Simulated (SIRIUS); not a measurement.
## GaAs under changes of volume

One of the cells (23.041 Å³/atom); the others are scaled copies at fixed shape and fractional positions:

```
As Ga
1.0
     0.00000    2.84557    2.84557
     2.84557    0.00000    2.84557
     2.84557    2.84557    0.00000
As Ga
1 1
Direct
  0.75000 0.75000 0.75000
  0.00000 0.00000 0.00000
```

```yaml
Program: SIRIUS 7.12.0
Functional: PBEsol
Potentials_or_basis: all-electron FP-LAPW
Cutoff: 193 eV
Basis: apw+lo standard
k_mesh: 8 × 8 × 8
Occupations: fermi-dirac, width 0.05 eV
Spin: no spin polarisation
```

| volume (Å³/atom) | energy over the lowest point (meV/atom) | gap on the mesh (eV) |
| --- | --- | --- |
| 21.234 | ? | ? |
| 21.686 | 8.10 | 0.75 |
| 22.138 | 1.50 | 0.60 |
| 23.041 | 0.00 | 0.30 |
| 23.493 | 5.34 | 0.16 |
| 23.945 | 13.68 | none |

What does the run at 21.234 Å³/atom give?

Energy over the lowest point 19.60 meV/atom; gap on the mesh 0.91 eV.

Worked out: A Birch-Murnaghan fit of order 3 (a polynomial in V^(-2/3)) to the other rows has its minimum at 22.66 Å³/atom with B0 = V·E''(V) = 69 GPa (rough, since the energies scatter). It gives 19.12 meV/atom at 21.234 Å³/atom, against the run's 19.60.

Energies are extrapolated to zero smearing.

Spin-orbit coupling on As, Ga is left out.

A gap of «none» marks a metal or a gap under the smearing width.
